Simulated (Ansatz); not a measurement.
# Pb (C2/m) in Ansatz: a series of runs, part 2 of 2

Ansatz 0.2.0. The steps go on from the part before.

## (5) Relaxation of cell and atoms, PBEsol, target pressure 10 GPa, at which the enthalpy is minimised

Input file input.yaml:

```yaml
crystal:
  lattice:
    - [3.0386068135, -1.75031996, 0.0]
    - [3.0386068135, 1.75031996, 0.0]
    - [-2.1154626375, 0.0, 6.0952248674]
  atoms:
    - { symbol: Pb, position: [0.90850841, 0.90850841, 0.7262922] }
    - { symbol: Pb, position: [0.09149159, 0.09149159, 0.2737078] }
hamiltonian:
  xc: pbesol
  pseudopotentials: { kind: paw }
kpoints:
  mp_grid: { grid: [9, 9, 5] }
scf:
  occupations: { method: fermi_dirac, width: 0.05 }
output:
  forces: true
  stress: true
  eigenvalues: true
  write_density: true
  write_potential: true
  elf: true
  volumetric_format: npy
relax:
  f_tol: 0.01
  max_steps: 40
  cell: { stress_tol: 0.05, p_target: 10.0 }
```

Potentials or basis: Ansatz PAW.

Run with:

```console
> ansatz run input.yaml --threads 2 --pin off --max-ram 5632MiB --backend cpu --events-out ev --progress --plain --runs-dir out
```

What it wrote:

```text
Warning: RAYON_NUM_THREADS=2 ignored (pool sized by the plan → 2); use --threads N
Engine: ansatz 0.2.0, aarch64-unknown-linux-gnu
Pseudopotentials: kind: paw
Pseudopotential: Pb, paw, valence charge 14, recommended cutoff 420 eV (normal), Pb.paw.azcp
Functional definition: PBEsol
  exchange = pbesol_x
  correlation = pbesol_c
Crystal: 2 atoms, lattice volume = 64.835 Å³
Basis set: ecut = 420 eV, 1265 PW (Γ), exchange–correlation on 48×48×90 points (8 copies of the dense FFT grid, shifted against one another)
Bands: 18, of which v1, the nominal top of the filled ones, is band 14 counted from 1 (13 counted from 0)
[... 170 lines left out ...]
  atom   2  Pb     0.00041388     0.00000000    -0.00029453
  max |Σ_I F_I| component: 5.42e-20 eV/Å
--- Stress (GPa, compression-positive) ---
        9.989637       0.000000      -0.010833
        0.000000       9.985098       0.000000
       -0.010833       0.000000       9.990082
  P = ⅓ Tr σ = 9.9883 GPa (99.883 kbar)
--- Band table (eV; the first three rows and the last of 115) ---
  k-point 0: bands = ["-3.9802", "-3.9078", "-3.8933", "-3.8745", "-3.8709", "-3.8620", "-3.6739", "-3.6494", "-3.4656", "-3.4388", "0.3474", "5.1204", "8.2483", "19.5393", "19.6743", "21.5702", "22.0766", "22.1871"]
  k-point 1: bands = ["-3.9665", "-3.8941", "-3.8657", "-3.8656", "-3.8633", "-3.8511", "-3.6777", "-3.6538", "-3.4979", "-3.4768", "0.5767", "3.9835", "9.8541", "19.7462", "19.8391", "19.8471", "21.3793", "21.7659"]
  k-point 2: bands = ["-3.9338", "-3.9023", "-3.8395", "-3.8362", "-3.8265", "-3.8206", "-3.6587", "-3.6424", "-3.5757", "-3.5706", "1.2739", "2.4396", "12.7919", "16.2218", "20.2803", "20.3083", "20.8577", "21.0632"]
  k-point 114: bands = ["-3.9979", "-3.9233", "-3.8966", "-3.8712", "-3.7138", "-3.6641", "-3.6172", "-3.5337", "-3.4709", "-3.4512", "5.1375", "5.6223", "9.9429", "11.1169", "13.5972", "15.0937", "15.4013", "17.1038"]
--- Relaxed structure (11 steps of the walk, 11 accepted, 1 SCFs on fresh bases) ---
  F+E_penalty+E_count = -23509.68350897 eV   max|allowed force component| = 4.139e-4 eV/Å   (the final SCF, on the basis selected at the relaxed cell)
  cell:  # Å, volume = 51.9074 Å³
    - [2.8542915939736546, -1.6626547897545885, -0.5019553233255293]
    - [2.8542915939736546, 1.6626547897545885, -0.5019553233255293]
    - [-2.9940292874417853, 0.0, 5.995412622528249]
  atoms:
    - { symbol: Pb, position: [1.0000543934534176, 1.0000543934534176, 0.7499928882522405] }
    - { symbol: Pb, position: [-5.439345341790025e-5, -5.439345341790025e-5, 0.25000711174775914] }
```

v_z.tsv:

```text
# z_ang	v_es[eV]	v_tot[eV]
# format = ansatz-planar-average/11
# xc	pbesol
# density_cutoff_ev	1680
# datasets	Pb=:simpson_from_first_knot:soft:shift=-1150160
# lattice	2.854291594	-1.662654790	-0.501955323
# lattice	2.854291594	1.662654790	-0.501955323
# lattice	-2.994029287	0.000000000	5.995412623
# sites	2
# site	82	3.463393025	0.000000000	3.492551576
# site	82	-0.748839124	0.000000000	1.498950400
0.000000	1.355532e1	5.023956e0
0.148921	1.339265e1	4.786443e0
0.297841	1.285599e1	4.018536e0
0.446762	1.165303e1	2.422752e0
0.595683	9.635884e0	-1.318820e-1
0.744603	7.145339e0	-3.282712e0
[... 37 lines left out ...]
6.403590	1.285599e1	4.018536e0
6.552511	1.339265e1	4.786443e0
```

Wall time 53 s (2 threads of Arm Neoverse V1, shared host); peak memory 0.42 GiB.

Results:

- Free energy: -23509.6835 eV
- Relaxed volume: 25.95 Å³/atom
- Relaxed cell: a = 3.341 Å, b = 3.341 Å, c = 6.701 Å, α = 121.07°, β = 121.07°, γ = 59.69°
- Space group after relaxing (to 0.05 Å): C2/m (No. 12)
- Energy change on relaxing (the enthalpy is what falls): +33.4 meV/atom
- Ionic steps: 12
- Pressure after relaxing: 10.0 GPa
- Band gap on the k mesh: none (metal or under the smearing width)

The path:
```tsv
step	energy change (eV)	largest force (eV/Å)	volume (Å³)
1	0.0000	0.1368	64.84
2	0.0880	0.1546	55.95
3	0.2944	0.0221	52.03
4	0.2154	0.0950	52.94
5	0.1798	0.1781	52.34
6	0.1283	0.1491	51.56
7	0.1192	0.1955	51.31
8	0.0732	0.0466	51.85
9	0.0697	0.0020	51.86
10	0.0654	0.0021	51.92
11	0.0664	0.0005	51.91
12	0.0668	0.0005	51.91
```

Final structure:
```yaml
crystal:
  lattice:
    - [2.85429, -1.66265, -0.50196]
    - [2.85429, 1.66265, -0.50196]
    - [-2.99403, 0.00000, 5.99541]
  atoms:
    - { symbol: Pb, position: [0.00005, 0.00005, 0.74999] }
    - { symbol: Pb, position: [0.99995, 0.99995, 0.25001] }
```

Levels at points of the mesh, in eV from the Fermi level:
| k point | band 10 | band 11 | band 12 | band 13 | band 14 | band 15 | band 16 | band 17 | band 18 |
| --- | --- | --- | --- | --- | --- | --- | --- | --- | --- |
| (0.00, 0.00, 0.00) | -16.73 | -12.94 | -8.17 | -5.04 | 6.25 | 6.38 | 8.28 | 8.78 | 8.90 |

Caveat: the volume moved by over 15 % at a fixed basis, so the end points are rough; the plane-wave basis is chosen anew once the cell has moved, so the energies of steps on either side of that aren't comparable; the PAW data sets come from PBE, with cores solved anew for the run's functional, which leaves a small shift of forces and pressure. Spin-orbit coupling is left out, which matters for the levels of Pb.

## (6) Relaxation of cell and atoms, PBEsol, target pressure 20 GPa, at which the enthalpy is minimised

Edit input.yaml of step 5 so:

```diff
@@ -19,6 +19,2 @@
   eigenvalues: true
-  write_density: true
-  write_potential: true
-  elf: true
-  volumetric_format: npy
 relax:
@@ -26,2 +22,2 @@
   max_steps: 40
-  cell: { stress_tol: 0.05, p_target: 10.0 }
+  cell: { stress_tol: 0.05, p_target: 20.0 }
```

Potentials or basis: Ansatz PAW.

Run with:

```console
> ansatz run input.yaml --threads 2 --pin off --max-ram 5632MiB --backend cpu --events-out ev --progress --plain --runs-dir out
```

Run time: 62 s. Hardware: 2 threads of Arm Neoverse V1, shared host; peak memory 0.41 GiB.

Results (log left out):

* Free energy: -23509.2782 eV
* Relaxed volume: 23.73 Å³/atom
* Relaxed cell: a = 3.236 Å, b = 3.236 Å, c = 6.493 Å, α = 120.68°, β = 120.68°, γ = 59.70°
* Space group after relaxing (to 0.05 Å): C2/m (No. 12)
* Energy change on relaxing (the enthalpy is what falls): +236.1 meV/atom
* Ionic steps: 15
* Pressure after relaxing: 20.0 GPa
* Band gap on the k mesh: none (metal or under the smearing width)

The path:
| step | energy change (eV) | largest force (eV/Å) | volume (Å³) |
| --- | --- | --- | --- |
| 1 | 0.0000 | 0.1368 | 64.84 |
| 2 | 0.0904 | 0.1721 | 55.90 |
| 3 | 0.6900 | 0.1000 | 48.08 |
| 4 | 0.6646 | 0.0567 | 48.25 |
| 5 | 0.6461 | 0.1182 | 48.24 |
| 6 | 0.5565 | 0.2561 | 47.94 |
| 7 | 0.5143 | 0.1400 | 47.32 |
| 8 | 0.4751 | 0.0112 | 47.48 |
| 9 | 0.5062 | 0.0196 | 47.21 |
| 10 | 0.4901 | 0.0180 | 47.31 |
| 11 | 0.4705 | 0.0033 | 47.47 |
| 12 | 0.4717 | 0.0014 | 47.45 |
| 13 | 0.4724 | 0.0013 | 47.45 |
| 14 | 0.4714 | 0.0002 | 47.46 |
| 15 | 0.4722 | 0.0002 | 47.46 |

Final structure:
```
Pb
1.0
     2.76582   -1.61049   -0.47441
     2.76582    1.61049   -0.47441
    -2.87718    0.00000    5.82062
Pb
2
Direct
  0.00001 0.00001 0.75000
  0.99999 0.99999 0.25000
```

Levels at points of the mesh, in eV from the Fermi level:
```csv
k point,band 12,band 13,band 14,band 15,band 16,band 17
"(0.00, 0.00, 0.00)",-8.37,-5.64,6.86,6.93,9.06,9.15
```

Caveat: the volume moved by over 15 % at a fixed basis, so the end points are rough; the plane-wave basis is chosen anew once the cell has moved, so the energies of steps on either side of that aren't comparable; the PAW data sets come from PBE, with cores solved anew for the run's functional, which leaves a small shift of forces and pressure.

## (7) Relaxation of cell and atoms, PBEsol, target pressure 30 GPa, at which the enthalpy is minimised

Edit input.yaml of step 6 so:

```diff
@@ -22,2 +22,2 @@
   max_steps: 40
-  cell: { stress_tol: 0.05, p_target: 20.0 }
+  cell: { stress_tol: 0.05, p_target: 30.0 }
```

Run with:

```console
> ansatz run input.yaml --threads 2 --pin off --max-ram 5632MiB --backend cpu --events-out ev --progress --plain --runs-dir out
```

Wall time 81 s (2 threads of Arm Neoverse V1, shared host); peak memory 0.41 GiB.

It converged, with:

```yaml
Free_energy: -23508.8112 eV
Relaxed_volume: 22.21 Å³/atom
Relaxed_cell: a = 3.156 Å, b = 3.156 Å, c = 6.378 Å, α = 120.75°, β = 120.75°, γ = 60.05°
Space_group_after_relaxing_to_0.05_Å: I4/mmm (No. 139)
Energy_change_on_relaxing_the_enthalpy_is_what_falls: +469.6 meV/atom
Ionic_steps: 16
Pressure_after_relaxing: 30.0 GPa
Band_gap_on_the_k_mesh: none (metal or under the smearing width)
```

Step by step:
| step | energy change (eV) | largest force (eV/Å) | volume (Å³) |
| --- | --- | --- | --- |
| 1 | 0.0000 | 0.1368 | 64.84 |
| 2 | 0.0934 | 0.1817 | 55.83 |
| 3 | 0.7192 | 0.3020 | 47.90 |
| 4 | 1.3336 | 0.1787 | 44.23 |
| 5 | 0.9343 | 0.2903 | 46.08 |
| 6 | 0.8330 | 0.5822 | 45.93 |
| 7 | 0.8466 | 0.2331 | 45.16 |
| 8 | 0.9538 | 0.0031 | 44.39 |
| 9 | 0.9359 | 0.0004 | 44.45 |
| 10 | 0.9353 | 0.0120 | 44.45 |
| 11 | 0.9382 | 0.0004 | 44.43 |
| 12 | 0.9419 | 0.0051 | 44.41 |
| 13 | 0.9284 | 0.0018 | 44.48 |
| 14 | 0.9296 | 0.0018 | 44.47 |
| 15 | 0.9382 | 0.0018 | 44.43 |
| 16 | 0.9392 | 0.0018 | 44.43 |

Final structure:
```yaml
crystal:
  lattice:
    - [2.69154, -1.57915, -0.47193]
    - [2.69154, 1.57915, -0.47193]
    - [-2.82050, 0.00000, 5.72094]
  atoms:
    - { symbol: Pb, position: [0.99996, 0.99996, 0.74998] }
    - { symbol: Pb, position: [0.00004, 0.00004, 0.25002] }
```

Levels at points of the mesh, in eV from the Fermi level:
| k point | band 10 | band 11 | band 12 | band 13 | band 14 | band 15 | band 16 | band 17 | band 18 |
| --- | --- | --- | --- | --- | --- | --- | --- | --- | --- |
| (0.00, 0.00, 0.00) | -16.88 | -14.44 | -8.52 | -6.12 | 7.16 | 7.45 | 9.08 | 9.44 | 9.77 |

Caveat: the volume moved by over 15 % at a fixed basis, so the end points are rough; the plane-wave basis is chosen anew once the cell has moved, so the energies of steps on either side of that aren't comparable; the PAW data sets come from PBE, with cores solved anew for the run's functional, which leaves a small shift of forces and pressure. Spin-orbit coupling is left out, which matters for the levels of Pb.

## (8) Summary

| cell | target pressure (GPa) | gap on the mesh (eV) | pressure (GPa) |
| --- | --- | --- | --- |
| relaxed | 0 | none | 0.0 |
| relaxed to 2 GPa | 2 | none | 2.0 |
| relaxed to 5 GPa | 5 | none | 5.0 |
| relaxed to 10 GPa | 10 | none | 10.0 |
| relaxed to 20 GPa | 20 | none | 20.0 |
| relaxed to 30 GPa | 30 | none | 30.0 |

Alike in all rows: task relaxation of cell and atoms; level PBEsol; potentials or basis Ansatz PAW; no spin polarisation; k mesh 9 × 9 × 5; cutoff (eV) 420; smearing fermi-dirac 0.05 eV.

Caveats: the plane-wave basis is chosen anew once the cell has moved, so the energies of steps on either side of that aren't comparable; the PAW data sets come from PBE, with cores solved anew for the run's functional, which leaves a small shift of forces and pressure; the volume moved by over 15 % at a fixed basis, so the end points are rough (some runs).

Total energies depend on the potentials used, so only differences within one code and one set of settings carry meaning.
